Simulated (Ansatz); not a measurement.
# TiAl (Pm-3m) in Ansatz: notebook

Runs on TiAl. Level: PBEsol. Tasks: single point, equation of state.

Program: Ansatz 0.2.0. These are calculated values, not measurements. Logs are shortened: lines on timing, memory, paths and dates and some standing lists are left out, and cuts for length are marked.

### 1 Starting point

The structure is cubic, space group Pm-3m (No. 221). Conventional cell: a = 3.179 Å, b = 3.179 Å, c = 3.179 Å, α = 90.00°, β = 90.00°, γ = 90.00°. Ti (site symmetry m-3m) is surrounded by 8 Al at 2.75 Å. Around Al (site symmetry m-3m) lie 8 Ti at 2.75 Å.

The cell comes from a database or a generator and needn't be the stable form of this composition.

### 2 Single point, PBEsol, 15.10 Å³/atom (volume scaled by 0.94)

File input.yaml:

```yaml
crystal:
  lattice:
    - [3.1141669331, 0.0, 0.0]
    - [0.0, 3.1141669331, 0.0]
    - [0.0, 0.0, 3.1141669331]
  atoms:
    - { symbol: Ti, position: [0.0, 0.0, 0.0] }
    - { symbol: Al, position: [0.5, 0.5, 0.5] }
hamiltonian:
  xc: pbesol
  pseudopotentials: { kind: paw }
kpoints:
  mp_grid: { grid: [8, 8, 8] }
scf:
  occupations: { method: fermi_dirac, width: 0.05 }
output:
  forces: true
  stress: true
  eigenvalues: true
```

Potentials or basis: Ansatz PAW.

Started as:

```
$ ansatz run input.yaml --threads 2 --pin off --max-ram 5632MiB --backend cpu --events-out ev --progress --plain --runs-dir out
```

Log:

```text
Warning: RAYON_NUM_THREADS=2 ignored (pool sized by the plan → 2); use --threads N
Engine: ansatz 0.2.0, aarch64-unknown-linux-gnu
Pseudopotentials: kind: paw
Pseudopotential: Ti, paw, valence charge 12, recommended cutoff 420 eV (normal), Ti.paw.azcp
Pseudopotential: Al, paw, valence charge 3, recommended cutoff 420 eV (normal), Al.paw.azcp
Functional definition: PBEsol
  exchange = pbesol_x
  correlation = pbesol_c
Crystal: 2 atoms, lattice volume = 30.201 Å³
Basis set: ecut = 420 eV, 619 PW (Γ), exchange–correlation on 48×48×48 points (8 copies of the dense FFT grid, shifted against one another)
Bands: 12, of which v1, the nominal top of the filled ones, is band 8 counted from 1 (7 counted from 0)
Symmetry: 48 space group operations
Space group: Pm-3m (ITA 221), of the structure as read, at distance tolerance 3.1e-5 Å
k-points: 35 of 512
Non-local potential: Ti, projectors of the file, l = 0: 3, l = 1: 2, l = 2: 3, l = 3: 1
Non-local potential: Al, projectors of the file, l = 0: 2, l = 1: 2, l = 2: 1
PAW form: soft (Blöchl's): semilocal exchange-correlation on the pseudo side does not see the compensation charge
PAW frozen core: Ti, regenerated for the run's functional, and the local potential with it (the file was generated under x = pbe(κ = 0.804, μ = 0.2195149727645171), c = pbe(β = 0.06672455060314922))
PAW frozen core: Al, regenerated for the run's functional, and the local potential with it (the file was generated under x = pbe(κ = 0.804, μ = 0.2195149727645171), c = pbe(β = 0.06672455060314922))
PAW one-centre angular grid: Ti, 590 points (default); XC on 64 Gauss nodes
PAW one-centre angular grid: Al, 110 points (default); XC on 64 Gauss nodes
Initial density: superposition of atomic densities (neutral atoms: chi_scale 0, normalization atom), corrected by the library's trained network
Initial wavefunctions: pseudopotential atomic-orbital guess
Functional: x = pbesol(κ = 0.804, μ = 0.12345679012345678), c = pbesol(β = 0.046)
SCF iter   1: F=—  HF=-2998.974436 eV  |F-HF|=—  |Δ(HF+E_count)|=         —  Δρ=5.45e-3  dr2=1.39e-2  ethr=1.77e-3  ⟨swp⟩=5.0  Hψ=2147  notcnv=0
preconditioner: auto → none  [metal: Δε(μ)=0.071 eV  Ē_g=5.589 eV  σ=0.050 eV  W_gap=0.34  n_scr=6 (ndim 8)  ℏωp=17.9 eV  f_vac=0.000  D(μ)=2.64/eV (n_scr^D=26)  sad-step TF]
SCF iter   2: F=—  HF=-2998.972558 eV  |F-HF|=—  |Δ(HF+E_count)|=   1.88e-3  Δρ=3.90e-3  dr2=8.15e-3  ethr=9.26e-5  ⟨swp⟩=1.0  Hψ=700  notcnv=0
SCF iter   3: F=—  HF=-2998.970384 eV  |F-HF|=—  |Δ(HF+E_count)|=   2.17e-3  Δρ=5.03e-4  dr2=2.73e-5  ethr=5.43e-5  ⟨swp⟩=2.1  Hψ=649  notcnv=0
SCF iter   4: F=—  HF=-2998.970385 eV  |F-HF|=—  |Δ(HF+E_count)|=   2.97e-7  Δρ=8.96e-5  dr2=1.48e-6  ethr=1.82e-7  ⟨swp⟩=2.9  Hψ=708  notcnv=0
iter 5 did not close the SCF: its close was put off for the readings that it lacked (scf_convergence_deferred on its scf_iter line)
SCF iter   5: F=-2998.970384 eV  HF=-2998.970384 eV  |F-HF|=2.51e-9  |Δ(HF+E_count)|=   4.62e-7  Δρ=5.88e-6  dr2=3.72e-9  ethr=9.85e-9  ⟨swp⟩=2.9  Hψ=700  notcnv=0
SCF iter   6: F=-2998.970384 eV  HF=-2998.970384 eV  |F-HF|=2.73e-11  |Δ(HF+E_count)|=   2.76e-9  Δρ=6.29e-7  dr2=6.51e-11  ethr=2.48e-11  ⟨swp⟩=1.3  Hψ=1290  notcnv=0
SCF 1 converged in 6 iterations: F = -2998.970384 eV  dr2 = 6.51e-11
SCF converged after 6 iterations
Free energy (F): -2998.970384 eV
Harris-Foulkes:  -2998.970384 eV  (|F-HF|=2.73e-11)
Internal energy: -2998.949014 eV  (E = F + TS)
E sigma→0 (E₀):  -2998.959699 eV
Entropy (-TS):   -0.021370 eV (-10.685 meV/atom)
Fermi energy:    12.188669 eV
--- Per-component energies (eV) ---
  E_band       = -149.758660
  E_kinetic    = 299.027264
  E_local      = -990.525443  (includes V_loc(G=0)·N_el)
  E_nonlocal   = 20.942125
  E_hartree    = 424.389862
  E_xc         = -137.612847
  E_vxc        = -152.621684  (∫ρ·V_xc dr)
  E_paw        = -1478.201606  (= ΣΔE_a)
  E_vpaw       = -175.360527  (= ΣTr[D̂ρ^β])
  E_aug_tail   = 0.000114  (compensation charges beyond the density's cutoff)
  E_ewald      = -1137.127007
  E_core_change = 0.158523  (= ΣΔE_core)
  E_smearing   = -0.021370  (= −TS)
  E_closure    = 0.000000  (closes the sum)
  Σ components = -2998.970384   (vs F -2998.970384, Δ=0.00e0)
--- Forces (eV/Å), atoms counted from 1 ---
  atom   1  Ti    -0.00000000    -0.00000000    -0.00000000
  atom   2  Al     0.00000000     0.00000000     0.00000000
  max |Σ_I F_I| component: 5.26e-31 eV/Å
--- Stress (GPa, compression-positive) ---
        5.255221      -0.000000       0.000000
        0.000000       5.255221      -0.000000
        0.000000       0.000000       5.255221
  P = ⅓ Tr σ = 5.2552 GPa (52.552 kbar)
--- Band table (eV; the first three rows and the last of 35) ---
  k-point 0: bands = ["-44.3139", "-20.6218", "-20.6218", "-20.6218", "2.6631", "10.6041", "10.6041", "14.1326", "14.1326", "14.1326", "16.9096", "16.9096"]
  k-point 1: bands = ["-44.3109", "-20.6544", "-20.6189", "-20.6189", "2.9254", "10.4661", "10.7236", "13.7204", "13.7204", "14.1652", "16.0480", "17.5063"]
  k-point 2: bands = ["-44.3038", "-20.7324", "-20.6121", "-20.6121", "3.6874", "9.7177", "11.0394", "13.0314", "13.0314", "14.2452", "15.2150", "18.7725"]
  k-point 34: bands = ["-44.2554", "-20.7812", "-20.7812", "-20.7812", "8.9014", "8.9014", "8.9014", "13.2067", "15.2667", "15.2667", "15.2754", "15.2754"]
```

It took 0.69 s on 2 threads of Arm Neoverse V1, shared host; peak memory 0.28 GiB.

What came out:

```yaml
Free_energy: -2998.9704 eV
Pressure: 5.3 GPa
Band_gap_on_the_k_mesh: none (metal or under the smearing width)
```

Caveat: the PAW data sets come from PBE, with cores solved anew for the run's functional, which leaves a small shift of forces and pressure.

### 3 Single point, PBEsol, 15.42 Å³/atom (volume scaled by 0.96)

input.yaml, as its differences from that of step 2:

```diff
@@ -2,5 +2,5 @@
   lattice:
-    - [3.1141669331, 0.0, 0.0]
-    - [0.0, 3.1141669331, 0.0]
-    - [0.0, 0.0, 3.1141669331]
+    - [3.1360984087, 0.0, 0.0]
+    - [0.0, 3.1360984087, 0.0]
+    - [0.0, 0.0, 3.1360984087]
   atoms:
```

Potentials or basis: Ansatz PAW.

Started as:

```
$ ansatz run input.yaml --threads 2 --pin off --max-ram 5632MiB --backend cpu --events-out ev --progress --plain --runs-dir out
```

Run time: 0.7 s. Hardware: 2 threads of Arm Neoverse V1, shared host; peak memory 0.28 GiB.

It converged, with:

* Free energy: -2998.9857 eV
* Pressure: 2.4 GPa
* Band gap on the k mesh: none (metal or under the smearing width)

Caveat: the PAW data sets come from PBE, with cores solved anew for the run's functional, which leaves a small shift of forces and pressure.

### 4 Single point, PBEsol, 15.74 Å³/atom (volume scaled by 0.98)

input.yaml, as its differences from that of step 3:

```diff
@@ -2,5 +2,5 @@
   lattice:
-    - [3.1360984087, 0.0, 0.0]
-    - [0.0, 3.1360984087, 0.0]
-    - [0.0, 0.0, 3.1360984087]
+    - [3.1577273571, 0.0, 0.0]
+    - [0.0, 3.1577273571, 0.0]
+    - [0.0, 0.0, 3.1577273571]
   atoms:
@@ -19 +19,5 @@
   eigenvalues: true
+  write_density: true
+  write_potential: true
+  elf: true
+  volumetric_format: npy
```

Started as:

```
$ ansatz run input.yaml --threads 2 --pin off --max-ram 5632MiB --backend cpu --events-out ev --progress --plain --runs-dir out
```

Wall time 0.86 s (2 threads of Arm Neoverse V1, shared host); peak memory 0.29 GiB.

The run converged. Its results:

| Property | Result |
| --- | --- |
| Free energy | -2998.9904 eV |
| Pressure | -0.1 GPa |
| Band gap on the k mesh | none (metal or under the smearing width) |

Caveat: the PAW data sets come from PBE, with cores solved anew for the run's functional, which leaves a small shift of forces and pressure.

### 5 Single point, PBEsol, 16.06 Å³/atom

input.yaml, as its differences from that of step 4:

```diff
@@ -2,5 +2,5 @@
   lattice:
-    - [3.1577273571, 0.0, 0.0]
-    - [0.0, 3.1577273571, 0.0]
-    - [0.0, 0.0, 3.1577273571]
+    - [3.179064, 0.0, 0.0]
+    - [0.0, 3.179064, 0.0]
+    - [0.0, 0.0, 3.179064]
   atoms:
```

Started as:

```
$ ansatz run input.yaml --threads 2 --pin off --max-ram 5632MiB --backend cpu --events-out ev --progress --plain --runs-dir out
```

It took 0.88 s on 2 threads of Arm Neoverse V1, shared host; peak memory 0.29 GiB.

Results (log left out):

```
Free energy            : -2998.9853 eV
Pressure               : -2.4 GPa
Band gap on the k mesh : none (metal or under the smearing width)
```

Caveat: the PAW data sets come from PBE, with cores solved anew for the run's functional, which leaves a small shift of forces and pressure.

### 6 Single point, PBEsol, 16.39 Å³/atom (volume scaled by 1.02)

input.yaml, as its differences from that of step 5:

```diff
@@ -2,5 +2,5 @@
   lattice:
-    - [3.179064, 0.0, 0.0]
-    - [0.0, 3.179064, 0.0]
-    - [0.0, 0.0, 3.179064]
+    - [3.2001180175, 0.0, 0.0]
+    - [0.0, 3.2001180175, 0.0]
+    - [0.0, 0.0, 3.2001180175]
   atoms:
@@ -19,5 +19 @@
   eigenvalues: true
-  write_density: true
-  write_potential: true
-  elf: true
-  volumetric_format: npy
```

Potentials or basis: Ansatz PAW.

Started as:

```
$ ansatz run input.yaml --threads 2 --pin off --max-ram 5632MiB --backend cpu --events-out ev --progress --plain --runs-dir out
```

Run time: 0.72 s. Hardware: 2 threads of Arm Neoverse V1, shared host; peak memory 0.28 GiB.

Results (log left out):

| Quantity | Value |
| --- | --- |
| Free energy | -2998.9715 eV |
| Pressure | -4.5 GPa |
| Band gap on the k mesh | none (metal or under the smearing width) |

Caveat: the PAW data sets come from PBE, with cores solved anew for the run's functional, which leaves a small shift of forces and pressure.

### 7 Single point, PBEsol, 16.71 Å³/atom (volume scaled by 1.04)

input.yaml, as its differences from that of step 6:

```diff
@@ -2,5 +2,5 @@
   lattice:
-    - [3.2001180175, 0.0, 0.0]
-    - [0.0, 3.2001180175, 0.0]
-    - [0.0, 0.0, 3.2001180175]
+    - [3.2208985869, 0.0, 0.0]
+    - [0.0, 3.2208985869, 0.0]
+    - [0.0, 0.0, 3.2208985869]
   atoms:
```

Started as:

```
$ ansatz run input.yaml --threads 2 --pin off --max-ram 5632MiB --backend cpu --events-out ev --progress --plain --runs-dir out
```

It took 0.72 s on 2 threads of Arm Neoverse V1, shared host; peak memory 0.28 GiB.

It converged, with:

```yaml
Free_energy: -2998.9498 eV
Pressure: -6.3 GPa
Band_gap_on_the_k_mesh: none (metal or under the smearing width)
```

Caveat: the PAW data sets come from PBE, with cores solved anew for the run's functional, which leaves a small shift of forces and pressure.

### 8 Single point, PBEsol, 17.03 Å³/atom (volume scaled by 1.06)

input.yaml, as its differences from that of step 7:

```diff
@@ -2,5 +2,5 @@
   lattice:
-    - [3.2208985869, 0.0, 0.0]
-    - [0.0, 3.2208985869, 0.0]
-    - [0.0, 0.0, 3.2208985869]
+    - [3.2414144177, 0.0, 0.0]
+    - [0.0, 3.2414144177, 0.0]
+    - [0.0, 0.0, 3.2414144177]
   atoms:
```

Started as:

```
$ ansatz run input.yaml --threads 2 --pin off --max-ram 5632MiB --backend cpu --events-out ev --progress --plain --runs-dir out
```

Run time: 0.73 s. Hardware: 2 threads of Arm Neoverse V1, shared host; peak memory 0.28 GiB.

It converged, with:

```
Free energy            : -2998.9210 eV
Pressure               : -8.0 GPa
Band gap on the k mesh : none (metal or under the smearing width)
```

Caveat: the PAW data sets come from PBE, with cores solved anew for the run's functional, which leaves a small shift of forces and pressure.

### 9 Equation of state, PBEsol

Potentials or basis: Ansatz PAW.

This step only gathers the single runs of the series.

Results:

| Item | Value |
| --- | --- |
| Equilibrium volume | 15.73 Å³/atom |
| Bulk modulus | 119 GPa |
| Pressure derivative of the bulk modulus | 4.0 |

Energy against volume, from the lowest point:
```tsv
volume (Å³/atom)	energy (meV/atom)
15.101	10.00
15.422	2.32
15.743	0.00
16.065	2.52
16.386	9.42
16.707	20.28
17.028	34.69
```
